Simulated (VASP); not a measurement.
A run of VASP 6.6.1 is set up as follows.

File INCAR:

```
SYSTEM = Bi2Te3
ALGO     = Normal         ! electronic algorithm
EDIFF    = 1E-7           ! SCF threshold, eV
ENCUT    = 520            ! plane-wave cutoff, eV
GGA      = PE             ! functional
ISIF     = 2              ! what is computed and relaxed
ISMEAR   = 0              ! smearing method
LASPH    = .TRUE.         ! aspherical terms in the spheres
LCHARG   = .FALSE.        ! write CHGCAR
LREAL    = .FALSE.        ! projectors in reciprocal space
LWAVE    = .FALSE.        ! write WAVECAR
NBANDS   = 32             ! bands
NELM     = 100            ! most SCF steps
PREC     = Accurate       ! precision mode
SIGMA    = 0.01           ! smearing width, eV
```

File KPOINTS:

```
k-points
0
G
  5 5 5
  0 0 0
```

POSCAR

```
Bi2Te3
1.0
    2.1558233265      1.2446650399      9.9933342671
   -2.1558233265      1.2446650399      9.9933342671
    0.0000000000     -2.4893300798      9.9933342671
Bi Te
2 3
Direct
    0.4000000000      0.4000000000      0.4000000000
    0.6000000000      0.6000000000      0.6000000000
    0.0000000000      0.0000000000      0.0000000000
    0.2095000000      0.2095000000      0.2095000000
    0.7905000000      0.7905000000      0.7905000000
```

Potentials or basis: VASP PAW PBE potentials, release 64 (Bi_d, Te).

Run with:

```bash
$ cat potpaw_PBE.64/Bi_d/POTCAR potpaw_PBE.64/Te/POTCAR > POTCAR
$ mpirun -np 1 vasp_std > vasp.out
```

(1) Estimate the pressure.

(2) Estimate the largest force.

(3) What does it give for the band gap on the k mesh?

Results:

(1) 5.1 GPa.

(2) 0.313 eV/Å.

(3) 0.25 eV, direct.

Caveat: spin-orbit coupling is left out, which as a rule narrows the gap of such compounds by several tenths of an eV; an odd mesh through Γ misses points on the zone boundary, where band edges often lie.

The gap isn't set beside the measured one, since this odd mesh misses points on the zone boundary.
